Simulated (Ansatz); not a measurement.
A run of Ansatz 0.2.0:

Contents of input.yaml:

```yaml
crystal:
  lattice:
    - [-1.38371547, 1.38371547, 1.38371547]
    - [1.38371547, -1.38371547, 1.38371547]
    - [1.38371547, 1.38371547, -1.38371547]
  atoms:
    - { symbol: Ni, position: [0.0, 0.0, 0.0], spin: 1.0 }
hamiltonian:
  xc: pbesol
  pseudopotentials: { kind: paw, source: jth, xc_functional: pbe }
magnetization:
  spin_polarized: true
kpoints:
  mp_grid: { grid: [13, 13, 13] }
  band_path:
    path:
      - [[0.0, 0.0, 0.0], [0.5, -0.5, 0.5], [0.0, 0.0, 0.5], [0.0, 0.0, 0.0], [0.25, 0.25, 0.25], [0.5, -0.5, 0.5]]
      - [[0.25, 0.25, 0.25], [0.0, 0.0, 0.5]]
    npoints: 14
scf:
  occupations: { method: fermi_dirac, width: 0.05 }
  n_extra_bands: 6
output:
  forces: true
  stress: true
  eigenvalues: true
  fatbands: false
```

Potentials or basis: JTH PAW.

Launch:

```console
$ ansatz run input.yaml --threads 2 --pin off --max-ram 5632MiB --backend cpu --events-out ev --progress --plain --runs-dir out
```

Hardware: 2 threads of Arm Neoverse V1, with other jobs on the host.

Task: Estimate the wall time of this run.

Result: Run time: 13 s on 2 threads of Arm Neoverse V1, with other jobs on the host, peak memory 0.57 GiB. Counts: scf iterations 9, plane waves 2899, k points 84, bands 15.
